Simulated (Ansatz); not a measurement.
FeNi3: changing the functional

```
Ni Fe
1.0
     3.54500    0.00000    0.00000
     0.00000    3.54500    0.00000
     0.00000    0.00000    3.54500
Ni Fe
3 1
Direct
  0.50000 0.50000 0.00000
  0.50000 0.00000 0.50000
  0.00000 0.50000 0.50000
  0.00000 0.00000 0.00000
```

Kept alike: task band structure; k mesh 8 × 8 × 8; occupations fermi-dirac, width 0.05 eV; collinear spin, ferromagnetic start. Program: Ansatz, all-electron LAPW, scalar-relativistic. The mesh is that of the run's cell of 4 atoms. No spin-orbit coupling.

```csv
functional,pressure (GPa),largest site moment (μB)
LDA,-17.20,2.87
PBE,0.05,2.96
PBEsol,-9.45,2.95
```

Pressure is positive in compression. For a metal such a mesh leaves the last digits unconverged. The runs hold the magnetic state that their start led to, which needn't be the lowest. Site moments count inside each atom's sphere or projector.

Task: What does the functional change here?

Result: The pressure runs from -17.20 (LDA) to 0.05 GPa (PBE). From PBE: LDA -17.25; PBEsol -9.50. The largest site moment runs from 2.87 (LDA) to 2.96 μB (PBE). From PBE: LDA -0.09; PBEsol -0.01.
